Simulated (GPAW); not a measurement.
Write an ASE script for GPAW 26.7.0 that does the following.

```
Task                : single point
Functional          : PBEsol
Potentials or basis : PAW data sets generated in the run's folder for this functional
Cutoff              : 600 eV
Basis               : pw
k mesh              : 9 × 9 × 9
Occupations         : fermi-dirac, width 0.05 eV
Spin                : no spin polarisation
Maxiter             : 150
```

The system is ZrS.

```
CELL_PARAMETERS angstrom
0.00000 2.62500 2.62500
2.62500 0.00000 2.62500
2.62500 2.62500 0.00000
ATOMIC_POSITIONS crystal
Zr 0.00000 0.00000 0.00000
S 0.50000 0.50000 0.50000
```

These files were run (other wordings do the same):

run.py

```python
from ase import Atoms
from ase.dft.bandgap import bandgap
from ase.io import write
from ase.units import Bohr, GPa
from gpaw import GPAW, PW, setup_paths
from gpaw.elf import elf_from_dft_calculation

setup_paths.insert(0, '.')

atoms = Atoms(['Zr', 'S'],
              cell=[[0.0, 2.625, 2.625],
                    [2.625, 0.0, 2.625],
                    [2.625, 2.625, 0.0]],
              scaled_positions=[[0.0, 0.0, 0.0],
                                [0.5, 0.5, 0.5]],
              pbc=True)

calc = GPAW(mode=PW(600),
            xc='PBEsol',
            kpts={'size': (9, 9, 9), 'gamma': True},
            occupations={'name': 'fermi-dirac', 'width': 0.05},
            nbands=19,
            convergence={'density': 1e-05, 'energy': 1e-05},
            maxiter=150,
            txt='gpaw.txt')
atoms.calc = calc
energy = atoms.get_potential_energy()
forces = atoms.get_forces()
stress = atoms.get_stress()
calc.write('gs.gpw')
write('result.traj', atoms)
print(f'Energy: {energy:.6f} eV')
print('Forces (eV/A):')
print(forces.round(4))
print('Stress (GPa):', (stress / GPa).round(3))
print('Fermi level:', round(calc.get_fermi_level(), 4), 'eV')
print(f'Gap: {bandgap(calc)[0]:.4f} eV, direct: {bandgap(calc, direct=True)[0]:.4f} eV')

# fields on the real-space grid
write('density.cube', atoms, data=calc.get_pseudo_density() * Bohr**3)
write('potential.cube', atoms, data=calc.get_electrostatic_potential())
write('elf.cube', atoms, data=elf_from_dft_calculation(calc).data)
```

Potentials or basis: PAW data sets generated in the run's folder for this functional, pw.

Launch:

```sh
$ gpaw-setup -f PBEsol S Zr
$ OMP_NUM_THREADS=1 python run.py
```

Results of the run:

```json
{
  "Pressure": "-7.0 GPa",
  "Band gap on the k mesh": "none (metal or under the smearing width)"
}
```

It took 9.1 s on 1 thread of AMD EPYC 9R45 96-Core Processor (Zen 5), on a shared host, peak memory 0.16 GiB.
